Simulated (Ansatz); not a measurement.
The calculation used Ansatz, DFT PBE+D3(BJ), scalar-relativistic, plane waves, PAW.

Structure of Sb:

```yaml
crystal:
  lattice:
    - [4.34501, 0.00000, -0.31511]
    - [0.00000, 4.36015, 0.00000]
    - [-1.71017, 0.00000, 6.10705]
  atoms:
    - { symbol: Sb, position: [0.63039, 0.75000, 0.25779] }
    - { symbol: Sb, position: [0.13021, 0.25000, 0.25750] }
    - { symbol: Sb, position: [0.86979, 0.75000, 0.74250] }
    - { symbol: Sb, position: [0.36961, 0.25000, 0.74221] }
```

Cutoff 420 eV; k points 10×10×8 on the computed 4-atom cell (Γ-centred); Gaussian smearing, width 0.10 eV; no spin polarisation.

Levels along Γ–Z–D–B–Γ–A–E–Z–C2–Y2–Γ, in eV from the Fermi level, sorted by energy at each point. Points in fractions of the primitive reciprocal vectors: Γ (0.000 0.000 0.000), Z (0.000 0.500 0.000), D (0.000 0.500 0.500), B (0.000 0.000 0.500), A (-0.500 0.000 0.500), E (-0.500 0.500 0.500), C2 (-0.500 0.500 0.000), Y2 (-0.500 0.000 0.000).
```csv
point,"k (1/Å, with 2π)",band 28,band 29,band 30,band 31,band 32,band 33,band 34
Γ,0.000,-2.53,-1.36,-0.24,2.86,3.20,3.84,4.03
-,0.103,-2.49,-1.34,-0.31,2.90,3.37,3.73,3.75
-,0.206,-2.35,-1.26,-0.55,3.07,3.12,3.24,3.36
-,0.309,-2.11,-1.11,-0.87,2.27,2.54,2.70,2.76
-,0.412,-1.78,-1.09,-0.88,1.46,1.81,1.88,2.10
-,0.515,-1.37,-0.98,-0.56,0.69,1.08,1.13,1.45
-,0.618,-0.87,-0.62,-0.16,-0.03,0.36,0.47,0.85
Z,0.721,-0.68,-0.29,-0.29,-0.11,-0.11,0.31,0.31
-,0.796,-0.78,-0.23,-0.23,-0.16,-0.16,0.45,0.45
-,0.871,-0.95,-0.41,-0.41,0.07,0.07,0.71,0.71
-,0.946,-1.11,-0.57,-0.57,0.32,0.32,1.01,1.01
-,1.021,-1.24,-0.70,-0.70,0.56,0.56,1.30,1.30
-,1.097,-1.33,-0.79,-0.79,0.76,0.76,1.55,1.55
-,1.172,-1.19,-0.80,-0.80,0.89,0.89,1.09,1.09
D,1.247,-1.01,-0.67,-0.67,0.72,0.72,0.94,0.94
-,1.350,-0.76,-0.55,-0.23,0.27,0.35,0.91,1.53
-,1.453,-0.37,-0.16,-0.14,-0.04,0.39,0.40,1.98
-,1.556,-0.59,-0.49,-0.25,-0.23,0.73,1.07,2.53
-,1.659,-0.93,-0.92,-0.76,-0.17,1.54,1.79,3.00
-,1.762,-1.63,-1.16,-0.96,-0.17,2.34,2.50,3.21
-,1.865,-2.04,-1.31,-1.08,-0.21,3.02,3.02,3.07
B,1.968,-2.07,-1.35,-1.12,-0.23,2.86,3.20,3.31
-,2.043,-2.42,-1.40,-0.59,-0.22,2.65,3.33,3.33
-,2.118,-2.19,-1.53,-0.21,0.26,2.43,3.39,3.39
-,2.193,-1.95,-1.72,-0.20,1.17,2.30,3.48,3.49
-,2.268,-1.94,-1.72,-0.21,2.08,2.30,3.62,3.62
-,2.344,-2.18,-1.53,-0.22,2.43,2.92,3.77,3.78
-,2.419,-2.41,-1.41,-0.23,2.65,3.49,3.57,3.94
Γ,2.494,-2.53,-1.36,-0.24,2.86,3.20,3.84,4.03
-,2.604,-2.22,-1.33,-0.21,2.92,3.34,3.67,3.72
-,2.714,-1.63,-1.22,-0.16,2.98,3.04,3.08,3.39
-,2.824,-1.11,-1.03,-0.07,2.10,2.30,2.91,2.92
-,2.933,-0.99,-0.78,0.15,1.20,1.49,2.21,2.42
-,3.043,-1.30,-0.45,0.34,0.47,0.71,1.56,1.95
-,3.153,-1.21,-0.46,-0.05,0.00,0.80,0.96,1.52
A,3.263,-1.18,-0.65,-0.65,0.42,0.42,1.13,1.14
-,3.366,-1.96,-0.24,-0.24,0.21,0.21,1.85,1.85
-,3.469,-2.60,-1.02,-1.02,1.33,1.33,2.56,2.56
-,3.572,-2.85,-1.52,-1.52,2.40,2.40,2.60,2.60
-,3.675,-3.31,-1.66,-1.65,2.23,2.23,3.65,3.65
-,3.778,-3.82,-1.61,-1.60,1.95,1.95,4.68,4.68
-,3.881,-4.21,-1.53,-1.52,1.73,1.73,5.44,5.45
E,3.983,-4.35,-1.49,-1.49,1.64,1.64,5.74,5.74
-,4.093,-4.25,-1.63,-1.63,1.86,1.86,5.46,5.46
-,4.203,-3.97,-1.95,-1.95,2.42,2.42,4.74,4.74
-,4.313,-3.57,-2.23,-2.23,3.09,3.09,3.79,3.79
-,4.423,-3.06,-2.24,-2.24,2.73,2.73,3.38,3.38
-,4.533,-2.33,-1.79,-1.79,1.68,1.68,2.38,2.38
-,4.643,-1.42,-1.02,-1.02,0.65,0.65,1.20,1.20
Z,4.752,-0.68,-0.29,-0.29,-0.11,-0.11,0.31,0.31
-,4.862,-1.45,-0.99,-0.99,0.68,0.68,1.17,1.17
-,4.971,-2.37,-1.74,-1.74,1.71,1.71,2.34,2.34
-,5.081,-3.10,-2.21,-2.21,2.77,2.77,3.34,3.34
-,5.190,-3.57,-2.24,-2.24,3.08,3.08,3.83,3.83
-,5.300,-3.96,-1.98,-1.98,2.41,2.41,4.77,4.77
-,5.409,-4.24,-1.69,-1.69,1.87,1.87,5.48,5.48
C2,5.519,-4.34,-1.55,-1.55,1.66,1.66,5.75,5.75
-,5.622,-4.19,-1.59,-1.59,1.74,1.74,5.46,5.46
-,5.725,-3.81,-1.66,-1.66,1.97,1.97,4.68,4.68
-,5.828,-3.32,-1.70,-1.70,2.27,2.27,3.65,3.65
-,5.931,-2.88,-1.54,-1.54,2.42,2.42,2.62,2.62
-,6.034,-2.65,-1.01,-1.01,1.32,1.32,2.61,2.61
-,6.136,-1.97,-0.22,-0.22,0.20,0.20,1.88,1.88
Y2,6.239,-1.19,-0.66,-0.66,0.45,0.45,1.16,1.16
-,6.349,-1.22,-0.47,-0.03,-0.02,0.80,0.99,1.55
-,6.458,-1.37,-0.43,0.32,0.46,0.70,1.59,1.99
-,6.568,-1.04,-0.77,0.12,1.18,1.47,2.25,2.47
-,6.677,-1.14,-1.03,-0.10,2.08,2.27,2.94,2.96
-,6.787,-1.65,-1.21,-0.17,2.96,3.05,3.05,3.43
-,6.896,-2.23,-1.33,-0.22,2.92,3.34,3.66,3.71
Γ,7.006,-2.53,-1.36,-0.24,2.86,3.20,3.84,4.03
```

Spin-orbit coupling is left out, which matters for the bands of heavy elements.

This form isn't the element's structure at ambient conditions.